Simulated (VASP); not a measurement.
# Tl (Im-3m) in VASP: a series of runs

One crystal, Tl, is run at these levels: r2SCAN, LDA; tasks: single point.

Everything below comes from runs of VASP 6.6.1. Logs are shortened: lines on timing, memory, paths and dates and some standing lists are left out, and cuts for length are marked.

## 1. The structure

It takes space group Im-3m (No. 229, cubic). Conventional cell: a = 3.882 Å, b = 3.882 Å, c = 3.882 Å, α = 90.00°, β = 90.00°, γ = 90.00°. Tl (site symmetry m-3m) has 8 Tl at 3.36 Å as nearest neighbours.

This isn't the form of Tl at room conditions, which is hcp.

## 2. Single point, r2SCAN

POSCAR reads:

```
Tl
1.0
   -1.9410000000      1.9410000000      1.9410000000
    1.9410000000     -1.9410000000      1.9410000000
    1.9410000000      1.9410000000     -1.9410000000
Tl
1
Direct
    0.0000000000      0.0000000000      0.0000000000
```

INCAR.step1 reads:

```
SYSTEM = Tl
ALGO = Normal
EDIFF = 1E-4
ENCUT = 520
GGA = PE
ISMEAR = -1
LASPH = .TRUE.
LCHARG = .FALSE.
LREAL = .FALSE.
LWAVE = .TRUE.
NBANDS = 12
NELM = 60
PREC = Accurate
SIGMA = 0.05
```

INCAR.step2 reads:

```
SYSTEM = Tl
ALGO = Normal
EDIFF = 1E-6
ENCUT = 520
ISIF = 2
ISMEAR = -1
ISTART = 1
LASPH = .TRUE.
LCHARG = .TRUE.
LELF = .TRUE.
LMIXTAU = .TRUE.
LREAL = .FALSE.
LVHAR = .TRUE.
LWAVE = .FALSE.
METAGGA = R2SCAN
NBANDS = 12
NELM = 60
PREC = Accurate
SIGMA = 0.05
```

KPOINTS reads:

```
k-points
0
G
  13 13 13
  0 0 0
```

Potentials or basis: VASP PAW PBE potentials, release 64 (Tl_d).

Started as:

```sh
> cat potpaw_PBE.64/Tl_d/POTCAR > POTCAR
> cp INCAR.step1 INCAR
> mpirun -np 1 vasp_std > vasp.out
> cp INCAR.step2 INCAR
> mpirun -np 1 vasp_std > vasp.out
```

OUTCAR:

```text
SYSTEM = Tl
   EDIFF = 1E-6
   ENCUT = 520
   ISIF = 2
   ISMEAR = -1
   ISTART = 1
   LASPH = .TRUE.
   LREAL = .FALSE.
   METAGGA = R2SCAN
   NELM = 60
   PREC = Accurate

 ion  position               nearest neighbor table
   1  0.000  0.000  0.000-

  LATTYP: Found a body centered cubic cell.
 ALAT       =     3.8820000000

  Lattice vectors:

 A1 = (  -1.9410000000,   1.9410000000,   1.9410000000)
 A2 = (   1.9410000000,  -1.9410000000,   1.9410000000)
 A3 = (   1.9410000000,   1.9410000000,  -1.9410000000)

Analysis of symmetry for initial positions (statically):
=====================================================================
 Subroutine PRICEL returns:
 Original cell was already a primitive cell.

 Routine SETGRP: Setting up the symmetry group for a
 body centered cubic supercell.

 Subroutine GETGRP returns: Found 48 space group operations
 (whereof 48 operations were pure point group operations)
 out of a pool of 48 trial point group operations.

The static configuration has the point symmetry O_h .

Analysis of symmetry for dynamics (positions and initial velocities):
=====================================================================
 Subroutine PRICEL returns:
 Original cell was already a primitive cell.

 Routine SETGRP: Setting up the symmetry group for a
 body centered cubic supercell.

 Subroutine GETGRP returns: Found 48 space group operations
 (whereof 48 operations were pure point group operations)
 out of a pool of 48 trial point group operations.

The dynamic configuration has the point symmetry O_h .

 Subroutine INISYM returns: Found 48 space group operations
 (whereof 48 operations are pure point group operations),
 and found     1 'primitive' translations

----------------------------------------------------------------------------------------

                                     Primitive cell

  volume of cell :      29.2507

  direct lattice vectors                    reciprocal lattice vectors
    -1.941000000  1.941000000  1.941000000     0.000000000  0.257599176  0.257599176
     1.941000000 -1.941000000  1.941000000     0.257599176  0.000000000  0.257599176
     1.941000000  1.941000000 -1.941000000     0.257599176  0.257599176  0.000000000

  length of vectors
     3.361910617  3.361910617  3.361910617     0.364300248  0.364300248  0.364300248

  position of ions in fractional coordinates (direct lattice)
     0.000000000  0.000000000  0.000000000

  ion indices of the primitive-cell ions
   primitive index   ion index
                 1           1

----------------------------------------------------------------------------------------

 KPOINTS: k-points

Automatic generation of k-mesh.
 Grid dimensions read from file:
 generate k-points for:   13   13   13

 Generating k-lattice:

  Cartesian coordinates                     Fractional coordinates (reciprocal lattice)
     0.000000000  0.019815321  0.019815321     0.076923077  0.000000000  0.000000000
     0.019815321  0.000000000  0.019815321     0.000000000  0.076923077  0.000000000
     0.019815321  0.019815321  0.000000000     0.000000000  0.000000000  0.076923077

  Length of vectors
     0.028023096  0.028023096  0.028023096

  Shift w.r.t. Gamma in fractional coordinates (k-lattice)
     0.000000000  0.000000000  0.000000000

 Subroutine IBZKPT returns following result:
 ===========================================

 Found     84 irreducible k-points:

 Following reciprocal coordinates:
            Coordinates               Weight
  0.000000  0.000000  0.000000      1.000000
  0.076923  0.000000  0.000000     12.000000
  0.153846  0.000000  0.000000     12.000000
  0.230769  0.000000  0.000000     12.000000
  0.307692  0.000000  0.000000     12.000000
  0.384615  0.000000  0.000000     12.000000
[... 16 lines left out ...]
  0.153846  0.076923  0.076923     24.000000
  0.230769  0.076923  0.076923     24.000000
 [... further k-points ...]
   k-points           NKPTS =     84   k-points in BZ     NKDIM =     84   number of bands    NBANDS=     12
   number of dos      NEDOS =    301   number of ions     NIONS =      1
   total plane-waves  NPLWV =  21952
   dimension x,y,z NGX =    28 NGY =   28 NGZ =   28
   dimension x,y,z NGXF=    56 NGYF=   56 NGZF=   56
   ions per type =               1
   NGX,Y,Z   is equivalent  to a cutoff of  13.85, 13.85, 13.85 a.u.
   NGXF,Y,Z  is equivalent  to a cutoff of  27.69, 27.69, 27.69 a.u.
 SYSTEM =  Tl
   PREC   = accura    normal or accurate (medium, high low for compatibility)
   ISTART =      1    job   : 0-new  1-cont  2-samecut
   ICHARG =      0    charge: 1-file 2-atom 10-const
   ISPIN  =      1    spin polarized calculation?
   LNONCOLLINEAR =      F non collinear calculations
   LSORBIT =      F    spin-orbit coupling
   LASPH  =      T    aspherical Exc in radial PAW
   ENCUT  =  520.0 eV  38.22 Ry    6.18 a.u.   6.25  6.25  6.25*2*pi/ulx,y,z
   NELM   =     60;   NELMIN=  2; NELMDL=  0     # of ELM steps
   EDIFF  = 0.1E-05   stopping-criterion for ELM
   LREAL  =      F    real-space projection
   EDIFFG = 0.1E-04   stopping-criterion for IOM
   NSW    =      0    number of steps for IOM
   IBRION =     -1    ionic relax: 0-MD 1-quasi-New 2-CG
   NFREE  =      0    steps in history (QN), initial steepest desc. (CG)
   ISIF   =      2    stress and relaxation
   ISYM   =      2    0-nonsym 1-usesym 2-fastsym
   POTIM  = 0.5000    time-step for ionic-motion
   TEBEG  =    0.0;   TEEND  =   0.0 temperature during run
   PSTRESS=    0.0 pullay stress
   NELECT =      13.0000    total number of electrons
   NUPDOWN=      -1.0000    fix difference up-down
   EMIN   =  10.00;   EMAX   =-10.00  energy-range for DOS
   EFERMI =   0.00;   METHOD = LEGACY
   ISMEAR =    -1;   SIGMA  =   0.05  broadening in eV -4-tet -1-fermi 0-gaus
   EFERMI_NEDOS =   21; number of points for ismear=-14 and -15
   IALGO  =     38    algorithm
   IMIX   =      4    mixing-type and parameters
     AMIX     =   0.40;   BMIX     =  1.00
     AMIX_MAG =   1.60;   BMIX_MAG =  1.00
  volume/ion in A,a.u.               =      29.25       197.39
  Fermi-wavevector in a.u.,A,eV,Ry     =   1.249330  2.360891 21.236311  1.560825
  Thomas-Fermi vector in A             =   2.383375
   LORBIT       =      0    0 simple, 1 ext, 2 COOP (PROOUT), +10 PAW based schemes
   METAGGA = R2SCAN    functional components
   LHFCALC =     F    Hartree Fock is set to
   AEXX    =    0.0000 exact exchange contribution
   IVDW    =     0    specifies the selected vdW correction
   LEPSILON=     F    determine dielectric tensor
   LRPA    =     F    only Hartree local field effects (RPA)
 non-spin polarized calculation
  energy-cutoff  :      520.00
  volume of cell :       29.25
 maximum number of plane-waves:       802
 NGX is ok and might be reduce to    28
   NGX = 13   NGY = 13   NGZ = 13

 number of electron      13.0000002 magnetization

 Free energy of the ion-electron system (eV)
  ---------------------------------------------------
  ext. energy  EPLUGINS =         0.00000000
  ---------------------------------------------------
  free energy    TOTEN  =       -53.16988863 eV

  energy without entropy =      -53.16433005  energy(sigma->0) =      -53.16710934

 E-fermi :   6.3036     XC(G=0): -10.6985

 val. band max:        6.2578028819   @ k =  -0.3846  -0.4615   0.2308
 cond. band min:       6.3052451439   @ k =  -0.3077   0.4615   0.0769
 fundamental gap:      0.0474422620
 Fermi energy:         6.3035857911

 k-point     1 :       0.0000    0.0000    0.0000
  band No.  band energies     occupation
      1      -5.9100      2.00000
      2      -5.9100      2.00000
      3      -5.9100      2.00000
      4      -5.4852      2.00000
      5      -5.4852      2.00000
      6      -3.9880      2.00000
      7      17.2049      0.00000
      8      17.2049      0.00000
      9      17.2049      0.00000
     10      19.3102      0.00000
     11      19.3102      0.00000
     12      19.3102      0.00000

 k-point     2 :       0.0769    0.0000    0.0000
  band No.  band energies     occupation
      1      -5.9203      2.00000
      2      -5.9021      2.00000
      3      -5.8726      2.00000
      4      -5.4964      2.00000
      5      -5.4854      2.00000
      6      -3.8514      2.00000
      7      15.8320      0.00000
      8      16.7097      0.00000
      9      16.9313      0.00000
     10      18.7680      0.00000
     11      19.1674      0.00000
     12      19.2563      0.00000

 k-point     3 :       0.1538    0.0000    0.0000
  band No.  band energies     occupation
      1      -5.9488      2.00000
      2      -5.8915      2.00000
      3      -5.7674      2.00000
      4      -5.5234      2.00000
      5      -5.4860      2.00000
      6      -3.4329      2.00000
      7      13.2334      0.00000
      8      15.6230      0.00000
      9      16.1944      0.00000
     10      18.0927      0.00000
     11      18.8554      0.00000
     12      19.4993      0.00000
[... 286 lines left out ...]
 k-point    23 :       0.1538    0.0769    0.0769
  band No.  band energies     occupation
      1      -5.9741      2.00000
      2      -5.9253      2.00000
      3      -5.5970      2.00000
      4      -5.5260      2.00000
      5      -5.4977      2.00000
      6      -2.4311      2.00000
      7      10.2509      0.00000
      8      12.9665      0.00000
      9      13.7078      0.00000
     10      19.7750      0.00000
     11      20.2060      0.00000
     12      20.5344      0.00000

 k-point    24 :       0.2308    0.0769    0.0769
  band No.  band energies     occupation
      1      -6.0132      2.00000
      2      -5.9354      2.00000
      3      -5.5360      2.00000
      4      -5.4908      2.00000
      5      -5.4716      2.00000
      6      -1.4491      2.00000
      7       8.0142      0.00000
      8      11.7934      0.00000
      9      12.9979      0.00000
     10      19.4401      0.00000
     11      20.0560      0.00000
     12      21.5543      0.00000

 [... further k-points ...]

------------------------ aborting loop because EDIFF is reached ----------------------------------------

  FORCE on cell =-STRESS in cart. coord.  units (eV):
  Direction    XX          YY          ZZ          XY          YZ          ZX
  --------------------------------------------------------------------------------------
  -------------------------------------------------------------------------------------
  Total        0.1706457      0.1706457      0.1706457      0.0000000      0.0000000     -0.0000000
  in kB        9.3469396      9.3469396      9.3469396      0.0000000      0.0000000     -0.0000000
  external PRESSURE =       9.3469396 kB  Pullay stress =       0.0000000 kB

 VOLUME and BASIS-vectors are now :
 -----------------------------------------------------------------------------
  energy-cutoff  :      520.00
  volume of cell :       29.25
      direct lattice vectors                 reciprocal lattice vectors
    -1.941000000  1.941000000  1.941000000     0.000000000  0.257599176  0.257599176
     1.941000000 -1.941000000  1.941000000     0.257599176  0.000000000  0.257599176
     1.941000000  1.941000000 -1.941000000     0.257599176  0.257599176  0.000000000

 POSITION                                       TOTAL-FORCE (eV/Angst)
 -----------------------------------------------------------------------------------
      0.00000      0.00000      0.00000        -0.000000     -0.000000     -0.000000
 -----------------------------------------------------------------------------------
    total drift:                               -0.000000     -0.000000     -0.000000

  FREE ENERGIE OF THE ION-ELECTRON SYSTEM (eV)
  ---------------------------------------------------
  free  energy   TOTEN  =       -53.1698886306 eV

  energy  without entropy=      -53.1643300471  energy(sigma->0) =      -53.16710934
```

It took 49 s on 1 thread of Intel Xeon 6975P-C (Granite Rapids), shared host; peak memory 0.17 GiB.

Results:

```yaml
Free_energy: -53.1699 eV
Pressure: 0.9 GPa
Band_gap_on_the_k_mesh: none (metal or under the smearing width)
```

Levels at points of the mesh, in eV from the Fermi level:
```
           k point  band 4  band 5  band 6  band 7  band 8  band 9
(0.00, 0.00, 0.00)  -11.79  -11.79  -10.29   10.90   10.90   10.90
```

Caveat: the PAW data sets were made with another functional, which shifts forces and pressure a little. The run has no spin-orbit coupling, so splittings on Tl are missing.

## 3. Single point, LDA

INCAR reads:

```
ALGO = Fast ; EDIFF = 1E-7
ENCUT = 520 ; GGA = CA
ISIF = 2 ; ISMEAR = -1
LASPH = True ; LCHARG = False
LREAL = False ; LWAVE = False
NBANDS = 12 ; NELM = 80
PREC = Accurate ; SIGMA = 0.05
```

KPOINTS reads:

```
k-points
0
Gamma
  13 13 13
```

POSCAR is that of step 2.

Potentials or basis: VASP PAW LDA potentials, release 64 (Tl_d).

Started as:

```sh
> cat potpaw_LDA.64/Tl_d/POTCAR > POTCAR
> mpirun -np 1 vasp_std > vasp.out
```

Run time: 14 s. Hardware: 1 thread of Intel Xeon 6975P-C (Granite Rapids), shared host; peak memory 0.15 GiB.

Results (log left out):

* Free energy: -2.9151 eV
* Pressure: -2.5 GPa
* Band gap on the k mesh: none (metal or under the smearing width)

Levels at points of the mesh, in eV from the Fermi level:
| k point | band 3 | band 4 | band 5 | band 6 | band 7 | band 8 | band 9 | band 10 |
| --- | --- | --- | --- | --- | --- | --- | --- | --- |
| (0.00, 0.00, 0.00) | -11.55 | -11.13 | -11.13 | -9.87 | 10.56 | 10.56 | 10.56 | 12.35 |
